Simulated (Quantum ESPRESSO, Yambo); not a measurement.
An input for Yambo 5.3.0 (LiBr (Fm-3m)):

```
optics
bss
bse
em1s
dipoles
rim_cut
RandQpts= 1000000
RandGvec= 1 RL
Chimod= "HARTREE"
BSKmod= "SEX"
BSEmod= "resonant"
BSSmod= "d"
BSENGexx= 20 Ry
BSENGBlk= 4 Ry
% BSEQptR
 1 | 1 |
%
% BSEBands
 8 | 11 |
%
% BEnRange
 0 | 10 | eV
%
% BDmRange
 0.1 | 0.1 | eV
%
BEnSteps= 101
% BLongDir
 1 | 0 | 0 |
%
% BndsRnXs
 7 | 19 |
%
NGsBlkXs= 4 Ry
% LongDrXs
 1 | 1 | 1 |
%
% KfnQP_E
 2.896 | 1.0 | 1.0 |
%
WRbsWF
FFTGvecs= 34 Ry
```

```sh
OMP_NUM_THREADS=1 mpirun -n 8 yambo -F bse15.in -J bse15 -C bse15 > bse15.log
```

The stored states that it reads are on a 12×12×12 mesh. The structure is cubic, space group Fm-3m (No. 225). The conventional cell has a = 5.501 Å, b = 5.501 Å, c = 5.501 Å, α = 90.00°, β = 90.00°, γ = 90.00°. Nearest to Li lie 6 Br at 2.75 Å. Nearest to Br lie 6 Li at 2.75 Å. Farther neighbours and most contacts between anions are not listed.

**Question.** Estimate wall time and host memory on 8 MPI ranks of AMD EPYC 9B14 (Zen 4), shared host.

It took 4.4 min; on shared hardware allow 2.2 min to 8.7 min. Peak host memory was 10 GiB.

The kernel grows as the square of the matrix size, and full diagonalisation as its cube.

[Paths, hosts, dates, memory and timing lines, banners, echoed tables and standing remarks are left out of the program output.]

[Logs are printed without paths, hosts, clocks, repeated set-up lines and the standing remarks that a program may print on its own settings, such as how far it seeks lower states.]

[Runs of the session that timed out or met a known fault of the program may be left out.]

[Hosts, paths, dates, database ids (printed as entryN), source tags and the programs' standing remarks are cut or masked in the printed files.]
